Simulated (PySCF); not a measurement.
Isomers of C4H9N, mass 71.073 u with the commonest isotopes. Method used: PBE0-D3(BJ)/def2-SVP geometry optimisation, gas phase in PySCF 2.14.0. One conformer each, none proved a minimum here; rigid rotors.

**Question.** Order these by out-of-plane moment Σ m c² = (Ia + Ib − Ic)/2, smallest first.
A. `[H]/[N:5]=[CH:4]\[CH2:3][CH2:2][CH3:1]` with C1–C2–C3–C4 65°, C2–C3–C4–N5 -125°
B. `[CH2:1]1[CH2:2][CH2:3][NH:4][CH2:5]1` with C5–C1–C2–C3 0°, C1–C2–C3–N4 -23°, C2–C3–N4–C5 37°, C3–N4–C5–C1 -37° (pyrrolidine)
C. `[NH2:1][CH:2]1[CH2:3][CH2:4][CH2:5]1` with H–N1–C2–C3 -62° and 179°, N1–C2–C3–C4 147°, C2–C3–C4–C5 -20°, C3–C4–C5–C2 20°, N1–C2–C5–C4 -142°
D. `CN(C=C)C`
E. `[CH3:1][NH:2][CH:3]1[CH2:4][CH2:5]1` with C1–N2–C3–C4 -87°
F. `[CH2:1]=[CH:2][C@H:3]([CH3:4])[NH2:5]` with C1–C2–C3–C4 -110°, C2–C3–N5–H 63° and 179°

**Answer.** D (4.30 u·Å²), B (9.77 u·Å²), C (10.37 u·Å²), E (10.97 u·Å²), F (12.21 u·Å²), A (12.56 u·Å²).

**Question.** Order these by rotational constant C, largest first.
A. `[H]/[N:5]=[CH:4]\[CH2:3][CH2:2][CH3:1]` with C1–C2–C3–C4 65°, C2–C3–C4–N5 -125°
B. `[CH3:1][NH:2][CH:3]1[CH2:4][CH2:5]1` with C1–N2–C3–C4 -87°
C. `[CH2:1]1[CH2:2][CH2:3][NH:4][CH2:5]1` with C5–C1–C2–C3 0°, C1–C2–C3–N4 -23°, C2–C3–N4–C5 37°, C3–N4–C5–C1 -37° (pyrrolidine)
D. `[NH2:1][CH:2]1[CH2:3][CH2:4][CH2:5]1` with H–N1–C2–C3 -62° and 179°, N1–C2–C3–C4 147°, C2–C3–C4–C5 -20°, C3–C4–C5–C2 20°, N1–C2–C5–C4 -142° (cyclobutylamine)
E. `C=CN(C)C`
F. `[CH2:1]=[CH:2][C@H:3]([CH3:4])[NH2:5]` with C1–C2–C3–C4 -110°, C2–C3–N5–H 63° and 179°
G. `[CH2:1]=[CH:2][CH2:3][NH:4][CH3:5]` with C1–C2–C3–N4 128°, C2–C3–N4–C5 176°

**Answer.** C (3928 MHz), D (3399 MHz), B (2999 MHz), E (2907 MHz), F (2804 MHz), A (2586 MHz), G (2179 MHz).

**Question.** Order these by rotational constant B, largest first.
A. `[NH2:1][CH:2]1[CH2:3][CH2:4][CH2:5]1` with H–N1–C2–C3 -62° and 179°, N1–C2–C3–C4 147°, C2–C3–C4–C5 -20°, C3–C4–C5–C2 20°, N1–C2–C5–C4 -142° (cyclobutylamine)
B. `[CH2:1]=[CH:2][CH2:3][NH:4][CH3:5]` with C1–C2–C3–N4 128°, C2–C3–N4–C5 176° (N-allylmethylamine)
C. `[CH2:1]1[CH2:2][CH2:3][NH:4][CH2:5]1` with C5–C1–C2–C3 0°, C1–C2–C3–N4 -23°, C2–C3–N4–C5 37°, C3–N4–C5–C1 -37° (pyrrolidine)
D. `[H]/[N:5]=[CH:4]\[CH2:3][CH2:2][CH3:1]` with C1–C2–C3–C4 65°, C2–C3–C4–N5 -125°
E. `[NH2:1][CH2:2][CH:3]1[CH2:4][CH2:5]1` with H–N1–C2–C3 -62° and 180°, N1–C2–C3–C4 157°
F. `[CH3:1][NH:2][CH:3]1[CH2:4][CH2:5]1` with C1–N2–C3–C4 -87°
G. `C=CN(C)C`
H. `[CH2:1]=[CH:2][C@H:3]([CH3:4])[NH2:5]` with C1–C2–C3–C4 -110°, C2–C3–N5–H 63° and 179°

**Answer.** C (6728 MHz), A (4242 MHz), G (4070 MHz), H (3604 MHz), F (3353 MHz), E (3198 MHz), D (3012 MHz), B (2221 MHz).

```tsv
SMILES	point group	Ia (u·Å²)	Ib (u·Å²)	Ic (u·Å²)	κ	μa (D)	μb (D)	μc (D)
C=C[C@H](C)N	C1	64.43	140.21	180.23	-0.68	1.00	0.97	0.41
CNC1CC1	C1	39.74	150.73	168.54	-0.93	0.41	0.36	0.73
NC1CCC1	–	50.31	119.13	148.70	-0.75	0.09	1.12	0.35
C=CN(C)C	C1	58.30	124.16	173.86	-0.60	1.64	0.03	0.16
NCC1CC1	C1	40.58	158.01	176.28	-0.93	0.10	0.11	1.16
C1CCNC1	Cs	73.09	75.12	128.68	0.88	0.99	0.00	0.71
[H]/N=C\CCC	C1	52.74	167.79	195.43	-0.88	2.03	1.21	0.77
C=CCNC	C1	23.86	227.54	231.98	-1.00	0.28	0.45	0.64
```
